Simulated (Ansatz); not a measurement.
Input and command of a calculation in Ansatz (plane waves; scalar-relativistic PAW potentials unless the input names others):

```yaml
crystal:
  lattice:
    - [0.0, 2.8435379225, 2.8435379225]
    - [2.8435379225, 0.0, 2.8435379225]
    - [2.8435379225, 2.8435379225, 0.0]
  atoms:
    - { symbol: Ag, position: [0.5, 0.5, 0.5] }
    - { symbol: Br, position: [0.0, 0.0, 0.0] }
basis:
  ecutwfc: 420
kpoints:
  mp_grid: { grid: [12, 12, 12] }
hamiltonian:
  xc: lda
scf:
  occupations: { method: fixed }
  convergence: { dr2_threshold: 1.0e-08 }
  algorithm: direct_min
output:
  forces: true
  eigenvalues: true
  stress: true
```

```bash
ansatz run input.yaml --threads 1 --pin off --max-ram 1228MiB --backend cpu --events-out ev --progress --plain --runs-dir out
```

Abridged log:
```
Warning: output.stress: scf.convergence.dr2_threshold = 1e-8 eV is looser than the 2e-10 eV advised for a printed stress (1e-10 eV for each atom of the cell: 2). ...
Pseudopotentials: kind: paw
Pseudopotential: Ag, paw, valence charge 19, recommended cutoff 420 eV (normal)
Pseudopotential: Br, paw, valence charge 7, recommended cutoff 420 eV (normal)
Functional definition: SPW92
davidson cushion auto → on (no smearing: the cushion is to keep the highest requested band from converging to the state above it; pin scf.eigensolver.cushion to override)
Crystal: 2 atoms, lattice volume = 45.984 Å³
Basis set: ecut = 420 eV, 893 PW (Γ)
Bands: 17, of which v1, the nominal top of the filled ones, is band 13 counted from 1 (12 counted from 0)
Symmetry: 48 space group operations
Space group: Fm-3m (ITA 225), of the structure as read, at distance tolerance 3.6e-5 Å
k-points: 72 of 1728
Initial density: superposition of atomic densities (neutral atoms: chi_scale 0, normalization atom), corrected by the library's trained network
Initial wavefunctions: pseudopotential atomic-orbital guess
Functional: x = slater, c = lda
SCF iter   1: F=—  HF=-10152.457183 eV  |F-HF|=—  |Δ(HF+E_count)|=         —  Δρ=9.67e-3  dr2=3.51e-2  ethr=1.77e-3  ⟨swp⟩=7.1  Hψ=5524  notcnv=0
SCF iter   2: F=—  HF=-10152.456816 eV  |F-HF|=—  |Δ(HF+E_count)|=   3.67e-4  Δρ=8.95e-3  dr2=2.89e-2  ethr=1.35e-4  ⟨swp⟩=3.1  Hψ=3887  notcnv=0
SCF iter   3: F=—  HF=-10152.447292 eV  |F-HF|=—  |Δ(HF+E_count)|=   9.52e-3  Δρ=6.41e-4  dr2=3.08e-4  ethr=1.17e-6  ⟨swp⟩=3.1  Hψ=5828  notcnv=0
SCF iter   4: F=—  HF=-10152.447170 eV  |F-HF|=—  |Δ(HF+E_count)|=   1.22e-4  Δρ=3.14e-5  dr2=9.58e-7  ethr=1.17e-6  ⟨swp⟩=3.0  Hψ=3024  notcnv=0
SCF iter   5: F=-10152.447170 eV  HF=-10152.447170 eV  |F-HF|=9.13e-10  |Δ(HF+E_count)|=   2.53e-7  Δρ=1.48e-6  dr2=1.14e-9  ethr=3.68e-9  ⟨swp⟩=3.0  Hψ=3383  notcnv=0
SCF 1 converged in 5 iterations: F = -10152.447170 eV  dr2 = 1.14e-9
  Residual-converged pass: ⟨swp⟩=4.0  Hψ=4061  notcnv=0  max |occ|·‖R‖ = 1.9e-6 eV (tolerance 2.1e-6 eV) dr2=1.07e-9  dr2_onsite=5.61e-11  max |Δocc| = 0.0e0
SCF converged after 5 iterations
Stability not checked: this state was not tested for a lower state beside it, because a direct minimisation reached the state, and no test of it is asked (direct_minimisation; see scf.lower_state_search)
Free energy (F): -10152.447170 eV
Harris-Foulkes:  -10152.447170 eV  (|F-HF|=9.13e-10)
Internal energy: -10152.447170 eV  (E = F + TS)
E sigma→0 (E₀):  -10152.447170 eV
Fermi energy:    8.358227 eV
--- Forces (eV/Å), atoms counted from 1 ---
  atom   1  Ag     0.00000000     0.00000000     0.00000000
  atom   2  Br     0.00000000     0.00000000     0.00000000
--- Stress (GPa, compression-positive) ---
       -3.010310       0.000000       0.000000
        0.000000      -3.010310       0.000000
        0.000000       0.000000      -3.010310
  P = ⅓ Tr σ = -3.0103 GPa (-30.103 kbar)
```

Apart from outputs, empty bands and the relaxation, which only the reference makes, the input differs from a reference run on usual settings in scf.convergence.dr2_threshold: not typed → 1e-08; scf.algorithm: not typed → "direct_min". The reference, at the same geometry, ended its own course with pressure -3.01 GPa, largest force 0.000 eV/Å, gap on the mesh 0.37 eV. This run converged in 5 SCF iterations with an energy at zero smearing within 0.01 meV/atom of the reference's, pressure -3.01 GPa, largest force 0.000 eV/Å, gap on the mesh 0.37 eV.

It took 8.6 s on 1 thread of Intel(R) Xeon(R) Platinum 8259CL CPU @ 2.50GHz (Skylake/Cascade Lake), on a shared host, peak memory 0.46 GiB.